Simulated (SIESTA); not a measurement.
Runs of SIESTA 5.4.2 on FeO (Wuestite). The structure is cubic, space group Fm-3m (No. 225). Conventional cell: a = 4.311 Å, b = 4.311 Å, c = 4.311 Å, α = 90.00°, β = 90.00°, γ = 90.00°. Around Fe (site symmetry m-3m) lie 6 O at 2.16 Å. O (site symmetry m-3m) is surrounded by 6 Fe at 2.16 Å. 

```tsv
fixed moment (μB)	pressure (GPa)	moment (μB)
2.0	-18.4	2.00
3.0	(a)	3.00
1.0	-21.6	1.00
4.0	0.3	4.00
```

Alike in all rows: task single point; level PBE; potentials or basis PseudoDojo 0.4 standard (PBE files), DZP (energy shift 0.003 Ry; two zetas on semicore shells); spin collinear, ferromagnetic start; cell as given; k mesh 8 × 8 × 8; smearing fermi-dirac 0.05 eV; grid cutoff 800 Ry; energy shift 0.003 Ry.

**Question.** Fill in the values left out.

**Answer.** (a) -10.8.

Caveats: short orbitals over semicore shells can move pressures by several GPa; the basis of atomic orbitals isn't converged, which shifts pressures, moduli and gaps; the total moment is fixed, so each spin has its own Fermi level; a cell with one magnetic atom can't hold antiferromagnetic order, which such compounds often take; the moment is held away from its start (some runs).
